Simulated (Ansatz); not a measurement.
Nb3Sn: pressure against volume

Nb3Sn, Pm-3n, a = 5.319 Å. The structure is a COD entry; whether it is the stable form wasn't checked. Ansatz: PBE, PAW, 420 eV, Γ-centred 8×8×8 mesh on 8 atoms, Gaussian smearing 0.10 eV; no spin polarisation. Symmetry fixes shape and atoms, so the cell is only scaled; pressure is positive in compression.

| V (Å³/atom) | P (GPa) |
| --- | --- |
| 17.683 | ? |
| 18.248 | 5.26 |
| 18.812 | 0.00 |
| 19.376 | -4.51 |
| 19.941 | -8.36 |

Q: Take V0 = 18.812 Å³/atom, fit the third-order Birch–Murnaghan form to the other rows, and predict the missing pressure.

A: With the Eulerian strain f = ½[(V0/V)^(2/3) − 1] and y = P/[3f(1 + 2f)^(5/2)], the form is the line y = B0 + 1.5 B0 (B0′ − 4) f. Rows (f, y): 0.01025, 162.6; -0.00975, 162.0; -0.01906, 161.1. Means f = -0.006187, y = 161.90; Σ(Δf)² = 0.0004486, ΣΔfΔy = 0.02145; the slope is their ratio. y = 162.2 + 47.81 f GPa, so B0 = 162.2 GPa and B0′ = 4 + 2 × (47.81)/(3 × 162.2) = 4.20. At V = 17.683, f = 0.02106, y = 163.21 and P = 11.43 GPa. The run gave 11.42 GPa, so the fit is 0.01 GPa too high, within twice the rms miss on the fitted rows (0.006 GPa). The form still works here, 33 % of the fitted range beyond its end.